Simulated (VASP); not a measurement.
# Sn (Im-3m) in VASP: a series of runs, part 2 of 2

VASP 6.6.1. The steps go on from the part before.

## 3. Single point, PBE

File INCAR:

```
PREC = Accurate
ENCUT = 520
EDIFF = 1E-6
ISMEAR = -5
SIGMA = 0.1
LREAL = False
LASPH = True
NELM = 100
ALGO = Normal
ISIF = 2
LWAVE = False
LCHARG = False
GGA = PE
NBANDS = 13
```

File KPOINTS:

```
Automatic mesh
0
Gamma
  7 7 7
```

File POSCAR:

```
Sn
1.0
   -1.8703720000      1.8703720000      1.8703720000
    1.8703720000     -1.8703720000      1.8703720000
    1.8703720000      1.8703720000     -1.8703720000
Sn
1
Direct
    0.0000000000      0.0000000000      0.0000000000
```

Potentials or basis: VASP PAW PBE potentials, release 64 (Sn_d).

Launch:

```
> cat potpaw_PBE.64/Sn_d/POTCAR > POTCAR
> mpirun -np 1 vasp_std > vasp.out
```

OUTCAR:

```text
PREC = Accurate
   ENCUT = 520
   EDIFF = 1E-6
   ISMEAR = -5
   LREAL = False
   LASPH = True
   NELM = 100
   ISIF = 2
   GGA = PE

 ion  position               nearest neighbor table
   1  0.000  0.000  0.000-

  LATTYP: Found a body centered cubic cell.
 ALAT       =     3.7407440000

  Lattice vectors:

 A1 = (  -1.8703720000,   1.8703720000,   1.8703720000)
 A2 = (   1.8703720000,  -1.8703720000,   1.8703720000)
 A3 = (   1.8703720000,   1.8703720000,  -1.8703720000)

Analysis of symmetry for initial positions (statically):
=====================================================================
 Subroutine PRICEL returns:
 Original cell was already a primitive cell.

 Routine SETGRP: Setting up the symmetry group for a
 body centered cubic supercell.

 Subroutine GETGRP returns: Found 48 space group operations
 (whereof 48 operations were pure point group operations)
 out of a pool of 48 trial point group operations.

The static configuration has the point symmetry O_h .

Analysis of symmetry for dynamics (positions and initial velocities):
=====================================================================
 Subroutine PRICEL returns:
 Original cell was already a primitive cell.

 Routine SETGRP: Setting up the symmetry group for a
 body centered cubic supercell.

 Subroutine GETGRP returns: Found 48 space group operations
 (whereof 48 operations were pure point group operations)
 out of a pool of 48 trial point group operations.

The dynamic configuration has the point symmetry O_h .

 Subroutine INISYM returns: Found 48 space group operations
 (whereof 48 operations are pure point group operations),
 and found     1 'primitive' translations

----------------------------------------------------------------------------------------

                                     Primitive cell

  volume of cell :      26.1724

  direct lattice vectors                    reciprocal lattice vectors
    -1.870372000  1.870372000  1.870372000     0.000000000  0.267326500  0.267326500
     1.870372000 -1.870372000  1.870372000     0.267326500  0.000000000  0.267326500
     1.870372000  1.870372000 -1.870372000     0.267326500  0.267326500  0.000000000

  length of vectors
     3.239579333  3.239579333  3.239579333     0.378056762  0.378056762  0.378056762

  position of ions in fractional coordinates (direct lattice)
     0.000000000  0.000000000  0.000000000

  ion indices of the primitive-cell ions
   primitive index   ion index
                 1           1

----------------------------------------------------------------------------------------

 KPOINTS: Automatic mesh

Automatic generation of k-mesh.
 Grid dimensions read from file:
 generate k-points for:    7    7    7

 Generating k-lattice:

  Cartesian coordinates                     Fractional coordinates (reciprocal lattice)
     0.000000000  0.038189500  0.038189500     0.142857143  0.000000000  0.000000000
     0.038189500  0.000000000  0.038189500     0.000000000  0.142857143  0.000000000
     0.038189500  0.038189500  0.000000000     0.000000000  0.000000000  0.142857143

  Length of vectors
     0.054008109  0.054008109  0.054008109

  Shift w.r.t. Gamma in fractional coordinates (k-lattice)
     0.000000000  0.000000000  0.000000000

 TETIRR: Found    339 inequivalent tetrahedra from     2058

 Subroutine IBZKPT returns following result:
 ===========================================

 Found     20 irreducible k-points:

 Following reciprocal coordinates:
            Coordinates               Weight
  0.000000  0.000000  0.000000      1.000000
  0.142857  0.000000  0.000000     12.000000
  0.285714  0.000000  0.000000     12.000000
  0.428571  0.000000  0.000000     12.000000
  0.142857  0.142857  0.000000     24.000000
  0.285714  0.142857 -0.000000     48.000000
[... 12 lines left out ...]
 -0.428571 -0.428571  0.285714      8.000000
 -0.428571  0.428571  0.428571      6.000000
   k-points           NKPTS =     20   k-points in BZ     NKDIM =     20   number of bands    NBANDS=     13
   number of dos      NEDOS =    301   number of ions     NIONS =      1
   total plane-waves  NPLWV =  13824
   dimension x,y,z NGX =    24 NGY =   24 NGZ =   24
   dimension x,y,z NGXF=    48 NGYF=   48 NGZF=   48
   ions per type =               1
   NGX,Y,Z   is equivalent  to a cutoff of  12.32, 12.32, 12.32 a.u.
   NGXF,Y,Z  is equivalent  to a cutoff of  24.63, 24.63, 24.63 a.u.
 SYSTEM =  unknown system
   PREC   = accura    normal or accurate (medium, high low for compatibility)
   ISTART =      0    job   : 0-new  1-cont  2-samecut
   ICHARG =      2    charge: 1-file 2-atom 10-const
   ISPIN  =      1    spin polarized calculation?
   LNONCOLLINEAR =      F non collinear calculations
   LSORBIT =      F    spin-orbit coupling
   LASPH  =      T    aspherical Exc in radial PAW
   ENCUT  =  520.0 eV  38.22 Ry    6.18 a.u.   6.02  6.02  6.02*2*pi/ulx,y,z
   NELM   =    100;   NELMIN=  2; NELMDL= -5     # of ELM steps
   EDIFF  = 0.1E-05   stopping-criterion for ELM
   LREAL  =      F    real-space projection
   EDIFFG = 0.1E-04   stopping-criterion for IOM
   NSW    =      0    number of steps for IOM
   IBRION =     -1    ionic relax: 0-MD 1-quasi-New 2-CG
   NFREE  =      0    steps in history (QN), initial steepest desc. (CG)
   ISIF   =      2    stress and relaxation
   ISYM   =      2    0-nonsym 1-usesym 2-fastsym
   POTIM  = 0.5000    time-step for ionic-motion
   TEBEG  =    0.0;   TEEND  =   0.0 temperature during run
   PSTRESS=    0.0 pullay stress
   NELECT =      14.0000    total number of electrons
   NUPDOWN=      -1.0000    fix difference up-down
   EMIN   =  10.00;   EMAX   =-10.00  energy-range for DOS
   EFERMI =   0.00;   METHOD = LEGACY
   ISMEAR =    -5;   SIGMA  =   0.10  broadening in eV -4-tet -1-fermi 0-gaus
   EFERMI_NEDOS =   21; number of points for ismear=-14 and -15
   IALGO  =     38    algorithm
   IMIX   =      4    mixing-type and parameters
     AMIX     =   0.40;   BMIX     =  1.00
     AMIX_MAG =   1.60;   BMIX_MAG =  1.00
  volume/ion in A,a.u.               =      26.17       176.62
  Fermi-wavevector in a.u.,A,eV,Ry     =   1.328932  2.511318 24.028719  1.766061
  Thomas-Fermi vector in A             =   2.458133
   LORBIT       =      0    0 simple, 1 ext, 2 COOP (PROOUT), +10 PAW based schemes
   GGA     = PE    functional components
   LHFCALC =     F    Hartree Fock is set to
   AEXX    =    0.0000 exact exchange contribution
   IVDW    =     0    specifies the selected vdW correction
   LEPSILON=     F    determine dielectric tensor
   LRPA    =     F    only Hartree local field effects (RPA)
 non-spin polarized calculation
 Fermi weights with tetrahedron method with Bloechl corrections
  energy-cutoff  :      520.00
  volume of cell :       26.17
 maximum number of plane-waves:       716
   NGX = 13   NGY = 13   NGZ = 13

 number of electron      13.9999991 magnetization

 Free energy of the ion-electron system (eV)
  ---------------------------------------------------
  ext. energy  EPLUGINS =         0.00000000
  ---------------------------------------------------
  free energy    TOTEN  =        -3.77611133 eV

  energy without entropy =       -3.77611133  energy(sigma->0) =       -3.77611133

 E-fermi :   8.6745     XC(G=0): -10.5437

 val. band max:        8.6265981160   @ k =   0.1429   0.1429   0.1429
 cond. band min:       8.4479252480   @ k =  -0.4286   0.4286   0.4286
 fundamental gap:     -0.1786728680
 Fermi energy:         8.6744527355

 k-point     1 :       0.0000    0.0000    0.0000
  band No.  band energies     occupation
      1     -13.0187      2.00000
      2     -13.0187      2.00000
      3     -13.0187      2.00000
      4     -12.8637      2.00000
      5     -12.8637      2.00000
      6      -2.8066      2.00000
      7      16.8885      0.00000
      8      16.8885      0.00000
      9      16.8885      0.00000
     10      20.7507      0.00000
     11      20.7507      0.00000
     12      20.7507      0.00000
     13      21.5749      0.00000
[... 289 lines left out ...]
 k-point    20 :      -0.4286    0.4286    0.4286
  band No.  band energies     occupation
      1     -13.0347      2.00000
      2     -13.0255      2.00000
      3     -12.8078      2.00000
      4     -12.8078      2.00000
      5     -12.8040      2.00000
      6       4.9706      2.00000
      7       8.3005      1.97172
      8       8.3005      1.64718
      9       8.4479      0.39096
     10      12.5618      0.00000
     11      13.9133      0.00000
     12      26.2459      0.00000
     13      28.0768      0.00000

------------------------ aborting loop because EDIFF is reached ----------------------------------------

  FORCE on cell =-STRESS in cart. coord.  units (eV):
  Direction    XX          YY          ZZ          XY          YZ          ZX
  --------------------------------------------------------------------------------------
  -------------------------------------------------------------------------------------
  Total        0.5400060      0.5400060      0.5400060     -0.0000000      0.0000000     -0.0000000
  in kB       33.0571348     33.0571348     33.0571348     -0.0000000      0.0000000     -0.0000000
  external PRESSURE =      33.0571348 kB  Pullay stress =       0.0000000 kB

 VOLUME and BASIS-vectors are now :
 -----------------------------------------------------------------------------
  energy-cutoff  :      520.00
  volume of cell :       26.17
      direct lattice vectors                 reciprocal lattice vectors
    -1.870372000  1.870372000  1.870372000     0.000000000  0.267326500  0.267326500
     1.870372000 -1.870372000  1.870372000     0.267326500  0.000000000  0.267326500
     1.870372000  1.870372000 -1.870372000     0.267326500  0.267326500  0.000000000

 POSITION                                       TOTAL-FORCE (eV/Angst)
 -----------------------------------------------------------------------------------
      0.00000      0.00000      0.00000        -0.000000      0.000000     -0.000000
 -----------------------------------------------------------------------------------
    total drift:                               -0.000000      0.000000      0.000000

  FREE ENERGIE OF THE ION-ELECTRON SYSTEM (eV)
  ---------------------------------------------------
  free  energy   TOTEN  =        -3.7761113318 eV

  energy  without entropy=       -3.7761113318  energy(sigma->0) =       -3.77611133
```

stdout:

```text
POSCAR found type information on POSCAR Sn
 POSCAR found :  1 types and       1 ions
 scaLAPACK will be used
 LDA part: xc-table for (Slater+PW92), standard interpolation
 POSCAR, INCAR and KPOINTS ok, starting setup
 FFT: planning ... GRIDC
 FFT: planning ... GRID_SOFT
 FFT: planning ... GRID
 WAVECAR not read
 entering main loop
 -----------------------------------------------------------------------------
|                                                                             |
|           W    W    AA    RRRRR   N    N  II  N    N   GGGG   !!!           |
|           W    W   A  A   R    R  NN   N  II  NN   N  G    G  !!!           |
|           W    W  A    A  R    R  N N  N  II  N N  N  G       !!!           |
|           W WW W  AAAAAA  RRRRR   N  N N  II  N  N N  G  GGG   !            |
|           WW  WW  A    A  R   R   N   NN  II  N   NN  G    G                |
|           W    W  A    A  R    R  N    N  II  N    N   GGGG   !!!           |
|                                                                             |
|     Tetrahedron method does not include variations of the Fermi             |
|     occupations, so forces and stress will be inaccurate. We suggest        |
|     using a different smearing scheme ISMEAR = 1 or 2 for metals in         |
|     relaxations.                                                            |
|                                                                             |
 -----------------------------------------------------------------------------
```

Wall time 3.7 s (1 thread of AMD EPYC 9R45 (Zen 5), shared host); peak memory 0.11 GiB.

What came out:

```yaml
Free_energy: -3.7761 eV
Pressure: 3.3 GPa
Band_gap_on_the_k_mesh: none (metal or under the smearing width)
```

Caveat: tetrahedron occupations give inexact forces and stress in metals.
